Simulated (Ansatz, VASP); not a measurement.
RbBr in VASP and in Ansatz

Contents of INCAR:

```
ALGO = Normal
EDIFF = 1E-6
ENCUT = 520
GGA = PS
ISIF = 2
ISMEAR = 0
LASPH = True
LCHARG = False
LREAL = False
LWAVE = False
NBANDS = 15
NELM = 60
PREC = Accurate
SIGMA = 0.05
```

The input KPOINTS:

```
k-points
0
Gamma
  6 6 6
```

The input POSCAR:

```
RbBr
1.0
    4.0701688540      0.0000000000      0.0000000000
    0.0000000000      4.0701688540      0.0000000000
    0.0000000000      0.0000000000      4.0701688540
Rb Br
1 1
Direct
    0.0000000000     -0.0198457406     -0.0198457406
    0.5000000000      0.5212276205      0.5212276205
```

Input for Ansatz:

```yaml
crystal:
  lattice:
    - [4.070168854, 0.0, 0.0]
    - [0.0, 4.070168854, 0.0]
    - [0.0, 0.0, 4.070168854]
  atoms:
    - { symbol: Rb, position: [0.0, -0.0198457406, -0.0198457406] }
    - { symbol: Br, position: [0.5, 0.5212276205, 0.5212276205] }
basis:
  ecutwfc: 420
kpoints:
  mp_grid: { grid: [6, 6, 6] }
hamiltonian:
  xc: pbesol
scf:
  occupations: { method: gaussian, width: 0.05 }
output:
  forces: true
  stress: true
  eigenvalues: true
```

Change from the starting cell: mode 5 frozen in at -0.086 Å and mode 6 at -0.086 Å (largest displacements).

Alike in both runs: task single point; functional PBEsol; k mesh 6 × 6 × 6; occupations gaussian, width 0.05 eV; no spin polarisation.

|  | VASP | Ansatz |
| --- | --- | --- |
| version | VASP 6.6.1 | Ansatz 0.2.0 |
| potentials or method | VASP PAW PBE potentials, release 64 (Rb_sv, Br) | scalar-relativistic, plane waves, PAW |
| plane-wave cutoff (eV) | 520 | 420 |
| valence electrons in the cell | 16 | 16 |

```csv
,VASP,Ansatz,Ansatz less VASP
gap on the k mesh at the Fermi level (eV),4.07,4.07,+0.002
least direct gap on the mesh (eV),4.21,4.21,+0.001
pressure (GPa),0.4,0.4,-0.05
largest component of the traceless stress (GPa),0.33,0.33,-0.005
rms of the force components (eV/Å),0.133,0.130,-0.0023
```

Atom by atom the forces differ by 0.002 eV/Å (rms over components). The functional is the same, so the differences come from potentials, cutoffs and numerics.

Caveats: the PAW data sets were made with another functional, which shifts forces and pressure a little (VASP). A k mesh can miss the band edges.
